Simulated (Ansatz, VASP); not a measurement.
This is a calculation of SnTe for Ansatz 0.2.0. 

The input input.yaml:

```yaml
crystal:
  lattice:
    - [0.0, 3.15085, 3.15085]
    - [3.15085, 0.0, 3.15085]
    - [3.15085, 3.15085, 0.0]
  atoms:
    - { symbol: Te, position: [0.5, 0.5, 0.5] }
    - { symbol: Sn, position: [0.0, 0.0, 0.0] }
hamiltonian:
  xc: revpbe
  pseudopotentials: { kind: paw }
kpoints:
  mp_grid: { grid: [7, 7, 7] }
scf:
  occupations: { method: fermi_dirac, width: 0.05 }
output:
  forces: true
  stress: true
relax:
  f_tol: 0.01
  max_steps: 40
  cell: { stress_tol: 0.05 }
```

Potentials or basis: Ansatz PAW.

The run is started by

```bash
$ ansatz run input.yaml --threads 2 --pin off --max-ram 5632MiB --backend cpu --events-out ev --progress --plain --runs-dir out
```

What does the same run look like in VASP 6.6.1? Potentials or basis there: PBE PAW files Sn_d, Te, 600 eV.

As run (cutoffs and basis follow the program's own potentials, and thresholds, step limits or extra output files can differ):

The input INCAR:

```
ALGO     = Fast           # electronic algorithm
EDIFF    = 1E-6           # SCF threshold, eV
EDIFFG   = -0.01          # ionic threshold
ENCUT    = 600            # plane-wave cutoff, eV
GGA      = RE             # functional
IBRION   = 2              # ionic algorithm
ISIF     = 3              # what is computed and relaxed
ISMEAR   = -1             # smearing method
LASPH    = T              # aspherical terms in the spheres
LCHARG   = F              # write CHGCAR
LREAL    = F              # projectors in reciprocal space
LWAVE    = F              # write WAVECAR
NELM     = 80             # most SCF steps
NSW      = 60             # ionic steps
PREC     = Accurate       # precision mode
SIGMA    = 0.05           # smearing width, eV
```

The input KPOINTS:

```
k-points
0
Gamma
  7 7 7
```

POSCAR

```
SnTe
1.0
    0.0000000000      3.1508500000      3.1508500000
    3.1508500000      0.0000000000      3.1508500000
    3.1508500000      3.1508500000      0.0000000000
Te Sn
1 1
Direct
    0.5000000000      0.5000000000      0.5000000000
    0.0000000000      0.0000000000      0.0000000000
```

Potentials or basis: VASP PAW PBE potentials, release 64 (Te, Sn_d).

Run with:

```bash
$ cat potpaw_PBE.64/Te/POTCAR potpaw_PBE.64/Sn_d/POTCAR > POTCAR
$ mpirun -np 1 vasp_std > vasp.out
```

Both were run:

|  | Ansatz | VASP |
| --- | --- | --- |
| Relaxed volume | 33.71 Å³/atom | 33.67 Å³/atom |
| Relaxed cell | a = 4.568 Å, b = 4.568 Å, c = 4.568 Å, α = 60.00°, β = 60.00°, γ = 60.00° | a = 4.567 Å, b = 4.567 Å, c = 4.567 Å, α = 60.00°, β = 60.00°, γ = 60.00° |
| Space group after relaxing | Fm-3m (No. 225) | Fm-3m (No. 225) |
| Pressure after relaxing | 0.0 GPa | 0.0 GPa |

Ansatz's pressure holds a Pulay term of +0.02 GPa for its cutoff of 420 eV, which the other run lacks.

The potentials hold 30 and 20 valence electrons a cell.

Ansatz's potentials were made for PBE. VASP's potentials were made for PBE.

Where Ansatz's input types no cutoff or centring, it takes its own default and a Γ-centred mesh.

Pressure is positive in compression.
